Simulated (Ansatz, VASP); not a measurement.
NbSi in VASP and in Ansatz

Contents of INCAR:

```
PREC = Accurate
ENCUT = 520
EDIFF = 1E-7
ISMEAR = -1
SIGMA = 0.1
LREAL = False
LASPH = True
NELM = 80
ALGO = Normal
ISIF = 2
LWAVE = False
LCHARG = False
GGA = CA
NBANDS = 16
```

The input KPOINTS:

```
regular mesh
0
Gamma
  14 14 14
```

File POSCAR:

```
NbSi
1.0
    3.1099964734      0.0000000000      0.0000000000
    0.0000000000      3.1099964734      0.0000000000
    0.0000000000      0.0000000000      3.1099964734
Nb Si
1 1
Direct
    0.0000000000      0.0000000000      0.0000000000
    0.5000000000      0.5000000000      0.5000000000
```

Input for Ansatz:

```yaml
crystal:
  lattice:
    - [3.1099964734, 0.0, 0.0]
    - [0.0, 3.1099964734, 0.0]
    - [0.0, 0.0, 3.1099964734]
  atoms:
    - { symbol: Nb, position: [0.0, 0.0, 0.0] }
    - { symbol: Si, position: [0.5, 0.5, 0.5] }
kpoints:
  mp_grid: { grid: [14, 14, 14] }
  band_path:
    path:
      - [0.0, 0.0, 0.0]
      - [0.0, 0.5, 0.0]
      - [0.5, 0.5, 0.0]
      - [0.0, 0.0, 0.0]
      - [0.5, 0.5, 0.5]
      - [0.0, 0.5, 0.0]
      - [0.5, 0.5, 0.5]
      - [0.5, 0.5, 0.0]
    npoints: 8
scf:
  occupations: { method: fermi_dirac, width: 0.1 }
hamiltonian:
  xc: lda
  pseudopotentials: { kind: paw }
output:
  forces: true
  stress: true
  eigenvalues: true
  populations: true
  dos: { projected: true, de: 0.2, e_range: [-14, 8] }
  write_density: true
  write_potential: true
  elf: true
  volumetric_format: npy
```

Change from the starting cell: volume scaled by 1, PAW files.

Alike in both runs: task single point; functional LDA; k mesh 14 × 14 × 14; occupations fermi-dirac, width 0.1 eV; no spin polarisation.

|  | VASP | Ansatz |
| --- | --- | --- |
| version | VASP 6.6.1 | Ansatz 0.2.0 |
| potentials or method | VASP PAW LDA potentials, release 64 (Nb_sv, Si) | PAW with Ansatz's default frozen-core files, scalar-relativistic |
| plane-wave cutoff (eV) | 520 | 420 |
| valence electrons in the cell | 17 | 17 |

```tsv
	VASP	Ansatz	Ansatz less VASP
pressure (GPa)	0.0	0.0	-0.01
```
